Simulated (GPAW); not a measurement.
Crystal: ZnS.

```
Zn S
1.0
     0.00000    2.70200    2.70200
     2.70200    0.00000    2.70200
     2.70200    2.70200    0.00000
Zn S
1 1
Direct
  0.75000 0.75000 0.75000
  0.00000 0.00000 0.00000
```

```yaml
Program: GPAW 26.7.0
Task: relaxation of cell and atoms
Functional: PBEsol
Dispersion: D4
Potentials_or_basis: PAW data sets generated in the run's folder for this functional
Cutoff: 600 eV
Basis: pw
k_mesh: 9 × 9 × 9
Occupations: fermi-dirac, width 0.05 eV
Spin: no spin polarisation
```

At the start: pressure -3.3 GPa; volume 19.73 Å³/atom.

**Question.** How do energy, volume and symmetry change on relaxing?

**Answer.** Over 3 steps the energy falls by 9.0 meV/atom and the volume is 18.83 Å³/atom (-4.6 %); space group F-43m (No. 216, to 0.05 Å).

The path:
```tsv
step	energy change (eV)	largest force (eV/Å)	pressure (GPa)	volume (Å³)
1	0.0000	0.0000	-3.35	39.45
2	-0.0065	0.0000	-2.74	39.11
3	-0.0180	0.0000	0.17	37.66
```

Final structure:
```
CELL_PARAMETERS angstrom
0.00000 2.66033 2.66033
2.66033 0.00000 2.66033
2.66033 2.66033 0.00000
ATOMIC_POSITIONS crystal
Zn 0.75000 0.75000 0.75000
S 0.00000 0.00000 0.00000
```

Caveat: later steps reuse the first step's grids.
